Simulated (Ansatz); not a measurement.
input.yaml (Ansatz)

```yaml
crystal:
  lattice:
    - [-1.9247105966, 1.9247105966, 1.9247105966]
    - [1.9247105966, -1.9247105966, 1.9247105966]
    - [1.9247105966, 1.9247105966, -1.9247105966]
  atoms:
    - { symbol: Te, position: [0.0, 0.0, 0.0] }
hamiltonian:
  xc: pbe
  pseudopotentials:
    kind: paw
    azcp:
      Te: "pseudopotentials/Te.paw.azcp"
basis:
  ecutwfc: 420
  fft_grid_basis: typed
kpoints:
  mp_grid: { grid: [6, 6, 6], shift: [0, 0, 0] }
magnetization:
  spin_polarized: false
scf:
  occupations: { method: fermi_dirac, width: 0.1 }
output:
  write_density: true
  write_potential: true
  elf: true
  volumetric_format: npy
```

Terminal output

```
Engine: ansatz 0.2.0, aarch64-unknown-linux-gnu
Pseudopotentials: kind: paw
Pseudopotential: Te, paw, valence charge 16, recommended cutoff 420 eV (normal) 
Functional definition: PBE
  parameter kappa = 0.804
  parameter beta = 0.06672455060314922
  exchange = pbe_x(kappa = kappa, mu = beta*pi^2/3)
  correlation = pbe_c(beta = beta)
Crystal: 1 atoms, lattice volume = 28.520 Å³
Basis set: ecut = 420 eV, 555 PW (Γ)
Bands: 12, of which v1, the nominal top of the filled ones, is band 8 counted from 1 (7 counted from 0)
Symmetry: 48 space group operations
Space group: Im-3m (ITA 229), of the structure as read, at distance tolerance 3.1e-5 Å
k-points: 16 of 216
Non-local potential: Te, projectors of the file, l = 0: 2, l = 1: 2, l = 2: 2, l = 3: 2
PAW form: soft (Blöchl's): semilocal exchange-correlation on the pseudo side does not see the compensation charge
PAW one-centre angular grid: Te, 590 points (default); XC on 64 Gauss nodes
Initial density: superposition of atomic densities (neutral atoms: chi_scale 0, normalization atom), corrected by the library's trained network
Initial wavefunctions: pseudopotential atomic-orbital guess
Functional: x = pbe(κ = 0.804, μ = 0.2195149727645171), c = pbe(β = 0.06672455060314922)
SCF iter   1: F=—  HF=-6979.616735 eV  |F-HF|=—  |Δ(HF+E_count)|=         —  Δρ=8.35e-4  dr2=8.23e-5  ethr=1.77e-3  ⟨swp⟩=5.5  Hψ=1152  notcnv=0
SCF iter   2: F=—  HF=-6979.616381 eV  |F-HF|=—  |Δ(HF+E_count)|=   3.54e-4  Δρ=5.22e-4  dr2=4.18e-5  ethr=5.15e-7  ⟨swp⟩=2.6  Hψ=468  notcnv=0
SCF iter   3: F=—  HF=-6979.616418 eV  |F-HF|=—  |Δ(HF+E_count)|=   3.63e-5  Δρ=3.35e-4  dr2=1.75e-5  ethr=2.61e-7  ⟨swp⟩=2.0  Hψ=279  notcnv=0
SCF iter   4: F=—  HF=-6979.616445 eV  |F-HF|=—  |Δ(HF+E_count)|=   2.69e-5  Δρ=3.29e-5  dr2=2.71e-7  ethr=1.09e-7  ⟨swp⟩=2.0  Hψ=241  notcnv=0
iter 5 did not close the SCF: its close was put off for the readings that it lacked (scf_convergence_deferred on its scf_iter line)
SCF iter   5: F=-6979.616445 eV  HF=-6979.616445 eV  |F-HF|=1.29e-8  |Δ(HF+E_count)|=   5.41e-8  Δρ=1.14e-5  dr2=3.80e-8  ethr=1.70e-9  ⟨swp⟩=2.0  Hψ=315  notcnv=0
SCF iter   6: F=-6979.616445 eV  HF=-6979.616445 eV  |F-HF|=2.10e-9  |Δ(HF+E_count)|=   1.90e-8  Δρ=2.80e-6  dr2=3.35e-9  ethr=2.37e-10  ⟨swp⟩=1.8  Hψ=671  notcnv=0
SCF 1 converged in 6 iterations: F = -6979.616445 eV  dr2 = 3.35e-9
SCF converged after 6 iterations
Free energy (F): -6979.616445 eV
Harris-Foulkes:  -6979.616445 eV  (|F-HF|=2.10e-9)
Internal energy: -6979.578683 eV  (E = F + TS)
E sigma→0 (E₀):  -6979.597564 eV
Entropy (-TS):   -0.037762 eV (-37.762 meV/atom)
Fermi energy:    11.384155 eV
--- Per-component energies (eV) ---
  E_band       = -226.782157
  E_kinetic    = 180.023936
  E_local      = -1027.916729  (includes V_loc(G=0)·N_el)
  E_nonlocal   = -310.602831
  E_hartree    = 707.466280
  E_xc         = -124.086964
  E_vxc        = -103.869152  (∫ρ·V_xc dr)
  E_paw        = -4661.948251  (= ΣΔE_a)
  E_vpaw       = -379.352050  (= ΣTr[D̂ρ^β])
  E_aug_tail   = -0.000221  (compensation charges beyond the density's cutoff)
  E_ewald      = -1742.513904
  E_smearing   = -0.037762  (= −TS)
  E_closure    = 0.000000  (closes the sum)
  Σ components = -6979.616445   (vs F -6979.616445, Δ=0.00e0)
--- Band table (eV; the first three rows and the last of 16) ---
  k-point 0: bands = ["-26.0928", "-26.0928", "-26.0928", "-26.0701", "-26.0701", "-2.6739", "14.1400", "14.1400", "14.1400", "20.9721", "21.3688", "21.3688"]
  k-point 1: bands = ["-26.0945", "-26.0886", "-26.0813", "-26.0721", "-26.0708", "-2.1771", "11.4048", "13.1305", "13.9013", "19.1597", "19.6338", "22.0498"]
  k-point 2: bands = ["-26.0978", "-26.0843", "-26.0721", "-26.0719", "-26.0583", "-0.8137", "7.4114", "11.7551", "13.4099", "17.3352", "18.2302", "22.6938"]
  k-point 15: bands = ["-26.0945", "-26.0945", "-26.0507", "-26.0507", "-26.0507", "2.5279", "8.2400", "8.2400", "8.2400", "14.1451", "14.1451", "27.7877"]
```

Launched by

```sh
ansatz run input.yaml --threads 4 --pin off --max-ram 8192MiB --backend cpu --events-out ev --progress --plain --runs-dir out
```

On 4 threads of Arm Neoverse V1 (shared host) this took about 0.28 s of wall time and 0.65 s of CPU time, with 0.26 GiB at the peak.
